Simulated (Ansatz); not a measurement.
MgI2, 3R-MoS2 type, relaxed with r2SCAN+rVV10 in Ansatz. Space group R3m (No. 160), trigonal; a = 4.055 Å, c = 21.766 Å in the conventional setting, 34.44 Å³ an atom. Mg has 6 I at 2.98 Å; I has 3 Mg at 2.98 Å.

The axes x, y and z are those of this cell:
```yaml
crystal:
  lattice:
    - [2.02748, 1.17056, 7.25542]
    - [-2.02748, 1.17056, 7.25542]
    - [0.00000, -2.34113, 7.25542]
  atoms:
    - { symbol: Mg, position: [0.99999, 0.99999, 0.99999] }
    - { symbol: I, position: [0.41792, 0.41792, 0.41792] }
    - { symbol: I, position: [0.24876, 0.24876, 0.24876] }
```

Unstrained: The PBE gap is indirect, 2.765 eV (T to L), below the direct gap of 2.887 eV at Γ. A second conduction valley, at Γ, lies only 9 meV higher, so their order isn't settled. With r2SCAN the valence top lies at T and the conduction bottom at L, 3.282 eV higher; the smallest vertical gap, at Γ, is 3.608 eV. Meshes: PBE 8×8×8, r2SCAN 8×8×8. Strains are changes of length per length. After each strain the atoms were relaxed again with r2SCAN+rVV10 within the symmetry that the strain leaves, so tilts or polar shifts that break it weren't tested; points keep the names that they have in the unstrained zone. (Calculated; spin-unpolarised; the phase may be known or hypothetical.)

(1) Apply uniaxial +1.5 % along z, other directions held. How far does the gap move, against the unstrained cell?

Answers

(1) PBE: the gap goes from 2.765 to 2.759 eV (-0.006 eV); the edges go from T → L to T → (-0.115, -0.115, 0.406). r2SCAN: the gap goes from 3.282 to 3.282 eV (0.000 eV); the edges go from T → L to T → (-0.115, -0.115, 0.406).

No spin-orbit coupling is included; it can move band edges with weight on the heavy atoms by tenths of an eV.

Where an edge lies off the special points, it is a point of the mesh or the k point where a search put PBE's edge or least direct gap, reused for the other functionals, whose own edges may lie a little apart.

Coordinates of k points refer to the reciprocal vectors of the primitive cell of the runs.
